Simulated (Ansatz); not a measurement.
# Hg (C2/m) in Ansatz: reference runs

How does Hg come out in PBE? The cell is run as given and disturbed.

Program: Ansatz 0.2.0. These are calculated values, not measurements. Logs are shortened: lines on timing, memory, paths and dates and some standing lists are left out, and cuts for length are marked.

## 1. Starting point

Symmetry: C2/m, No. 12, monoclinic system. The conventional cell has a = 4.249 Å, b = 5.345 Å, c = 3.583 Å, α = 90.00°, β = 126.18°, γ = 90.00°. Around Hg (site symmetry 2/m) lie 8 Hg at 3.41 to 3.59 Å.

## 2. Single point, PBE

The input, input.yaml:

```yaml
crystal:
  lattice:
    - [2.1243184923, -2.6725824964, 0.0]
    - [2.1243184923, 2.6725824964, 0.0]
    - [-2.1151288124, 0.0, 2.8921990043]
  atoms:
    - { symbol: Hg, position: [0.0, 0.0, 0.0] }
hamiltonian:
  xc: pbe
  pseudopotentials: { kind: paw }
kpoints:
  mp_grid: { grid: [9, 9, 9] }
scf:
  occupations: { method: fermi_dirac, width: 0.05 }
output:
  forces: true
  stress: true
  eigenvalues: true
```

Potentials or basis: Ansatz PAW.

Started as:

```console
> ansatz run input.yaml --threads 2 --pin off --max-ram 5120MiB --backend cpu --events-out ev --progress --plain --runs-dir out
```

What it wrote:

```text
Warning: RAYON_NUM_THREADS=2 ignored (pool sized by the plan → 2); use --threads N
Engine: ansatz 0.2.0, x86_64-unknown-linux-gnu
Pseudopotentials: kind: paw
Pseudopotential: Hg, paw, valence charge 20, recommended cutoff 420 eV (normal), Hg.paw.azcp
Functional definition: PBE
  parameter kappa = 0.804
  parameter beta = 0.06672455060314922
  exchange = pbe_x(kappa = kappa, mu = beta*pi^2/3)
  correlation = pbe_c(beta = beta)
Crystal: 1 atoms, lattice volume = 32.840 Å³
Basis set: ecut = 420 eV, 641 PW (Γ), exchange–correlation on 48×48×48 points (8 copies of the dense FFT grid, shifted against one another)
Bands: 14, of which v1, the nominal top of the filled ones, is band 10 counted from 1 (9 counted from 0)
Symmetry: 4 space group operations
Space group: C2/m (ITA 12), of the structure as read, at distance tolerance 3.2e-5 Å
k-points: 205 of 729
Non-local potential: Hg, projectors of the file, l = 0: 3, l = 1: 2, l = 2: 2, l = 3: 1
PAW form: soft (Blöchl's): semilocal exchange-correlation on the pseudo side does not see the compensation charge
PAW one-centre angular grid: Hg, 590 points (default); XC on 64 Gauss nodes
Initial density: superposition of atomic densities (neutral atoms: chi_scale 0, normalization atom), corrected by the library's trained network
Initial wavefunctions: pseudopotential atomic-orbital guess
Functional: x = pbe(κ = 0.804, μ = 0.2195149727645171), c = pbe(β = 0.06672455060314922)
SCF iter   1: F=—  HF=-13813.443081 eV  |F-HF|=—  |Δ(HF+E_count)|=         —  Δρ=1.17e-3  dr2=5.99e-4  ethr=1.77e-3  ⟨swp⟩=5.8  Hψ=15386  notcnv=0
preconditioner: auto → Kerker (q_TF=auto, 2.512 Å⁻¹)  [metal: Δε(μ)=0.003 eV  Ē_g=13.041 eV  σ=0.050 eV  W_gap=0.02  n_scr=12 (ndim 8)  ℏωp=22.4 eV  f_vac=0.001  D(μ)=0.32/eV (n_scr^D=0)]
SCF iter   2: F=—  HF=-13813.443446 eV  |F-HF|=—  |Δ(HF+E_count)|=   3.65e-4  Δρ=7.25e-4  dr2=2.45e-4  ethr=2.99e-6  ⟨swp⟩=2.1  Hψ=5740  notcnv=0
SCF iter   3: F=—  HF=-13813.443447 eV  |F-HF|=—  |Δ(HF+E_count)|=   1.29e-6  Δρ=2.03e-4  dr2=1.22e-5  ethr=1.23e-6  ⟨swp⟩=2.0  Hψ=4062  notcnv=0
SCF iter   4: F=—  HF=-13813.443459 eV  |F-HF|=—  |Δ(HF+E_count)|=   1.12e-5  Δρ=4.71e-5  dr2=1.11e-6  ethr=6.10e-8  ⟨swp⟩=2.6  Hψ=4439  notcnv=0
iter 5 did not close the SCF: its close was put off for the readings that it lacked (scf_convergence_deferred on its scf_iter line)
SCF iter   5: F=-13813.443460 eV  HF=-13813.443460 eV  |F-HF|=5.84e-8  |Δ(HF+E_count)|=   1.07e-6  Δρ=1.27e-5  dr2=5.63e-8  ethr=5.53e-9  ⟨swp⟩=2.0  Hψ=4105  notcnv=0
SCF iter   6: F=-13813.443460 eV  HF=-13813.443460 eV  |F-HF|=3.40e-9  |Δ(HF+E_count)|=   7.09e-8  Δρ=3.54e-6  dr2=4.84e-9  ethr=2.82e-10  ⟨swp⟩=2.0  Hψ=9871  notcnv=0
SCF 1 converged in 6 iterations: F = -13813.443460 eV  dr2 = 4.84e-9
SCF converged after 6 iterations
Free energy (F): -13813.443460 eV
Harris-Foulkes:  -13813.443460 eV  (|F-HF|=3.40e-9)
Internal energy: -13813.441168 eV  (E = F + TS)
E sigma→0 (E₀):  -13813.442314 eV
Entropy (-TS):   -0.002292 eV (-2.292 meV/atom)
Fermi energy:    9.321244 eV
--- Per-component energies (eV) ---
  E_band       = -484.437753
  E_kinetic    = 604.708787
  E_local      = -3002.324261  (includes V_loc(G=0)·N_el)
  E_nonlocal   = 72.902017
  E_hartree    = 1273.432140
  E_xc         = -220.076855
  E_vxc        = -261.637397  (∫ρ·V_xc dr)
  E_paw        = -9945.921897  (= ΣΔE_a)
  E_vpaw       = -444.949895  (= ΣTr[D̂ρ^β])
  E_aug_tail   = 0.000923  (compensation charges beyond the density's cutoff)
  E_ewald      = -2596.162023
  E_smearing   = -0.002292  (= −TS)
  E_closure    = 0.000000  (closes the sum)
  Σ components = -13813.443460   (vs F -13813.443460, Δ=0.00e0)
--- Forces (eV/Å), atoms counted from 1 ---
  atom   1  Hg     0.00000000     0.00000000     0.00000000
  max |Σ_I F_I| component: 0.00e0 eV/Å
--- Stress (GPa, compression-positive) ---
       -0.715855       0.000000       0.002466
        0.000000      -0.247864       0.000000
        0.002466       0.000000      -0.758554
  P = ⅓ Tr σ = -0.5741 GPa (-5.741 kbar)
--- Band table (eV; the first three rows and the last of 205) ---
  k-point 0: bands = ["-104.8555", "-53.3011", "-53.3007", "-53.2997", "2.5296", "2.8627", "3.0792", "3.1046", "3.4148", "3.5334", "21.0765", "21.2472", "21.5824", "22.4634"]
  k-point 1: bands = ["-104.8555", "-53.3014", "-53.3013", "-53.2997", "2.7171", "2.8372", "3.1295", "3.1735", "3.4325", "3.5277", "18.8110", "20.4442", "20.7563", "22.1059"]
  k-point 2: bands = ["-104.8555", "-53.3030", "-53.3020", "-53.2998", "2.7733", "2.8191", "3.3557", "3.4787", "3.5276", "3.7357", "15.4129", "18.9921", "19.4136", "21.3631"]
  k-point 204: bands = ["-104.8552", "-53.3086", "-53.3083", "-53.3043", "2.7255", "2.7472", "3.6066", "3.6548", "3.8002", "9.8558", "12.2936", "13.2611", "13.7016", "17.8154"]
```

It took 3.2 s on 2 threads of Intel Xeon at 2.70GHz, shared host; peak memory 0.38 GiB.

Results:

```
Free energy            : -13813.4435 eV
Pressure               : -0.6 GPa
Band gap on the k mesh : none (metal or under the smearing width)
```

Spin-orbit coupling is left out, which matters for the levels of Hg.

## 3. Single point, PBE (cell strained at random at fixed volume)

The input, input.yaml:

```yaml
crystal:
  lattice:
    - [2.049491, -2.682704, 0.012444]
    - [2.168985, 2.777685, -0.008189]
    - [-2.097217, -0.058449, 2.850744]
  atoms:
    - { symbol: Hg, position: [-0.002089, -0.009662, -0.006611] }
hamiltonian:
  xc: pbe
  pseudopotentials: { kind: paw }
kpoints:
  mp_grid: { grid: [9, 9, 9] }
scf:
  occupations: { method: fermi_dirac, width: 0.05 }
output:
  forces: true
  stress: true
  eigenvalues: true
```

Potentials or basis: Ansatz PAW.

Started as:

```console
> ansatz run input.yaml --threads 2 --pin off --max-ram 5120MiB --backend cpu --events-out ev --progress --plain --runs-dir out
```

Wall time 4.6 s (2 threads of Intel Xeon at 2.70GHz, shared host); peak memory 0.44 GiB.

The run converged. Its results:

```
Free energy            : -13813.4447 eV
Pressure               : -0.6 GPa
Band gap on the k mesh : none (metal or under the smearing width)
```

Stress tensor (GPa, compression positive):
```
-0.72 -0.10  0.00
-0.10 -0.40  0.01
 0.00  0.01 -0.75
```

Levels at points of the mesh, in eV from the Fermi level:
| k point | band 8 | band 9 | band 10 | band 11 | band 12 | band 13 |
| --- | --- | --- | --- | --- | --- | --- |
| (0.00, 0.00, 0.00) | -6.24 | -5.91 | -5.82 | 11.49 | 11.84 | 12.72 |
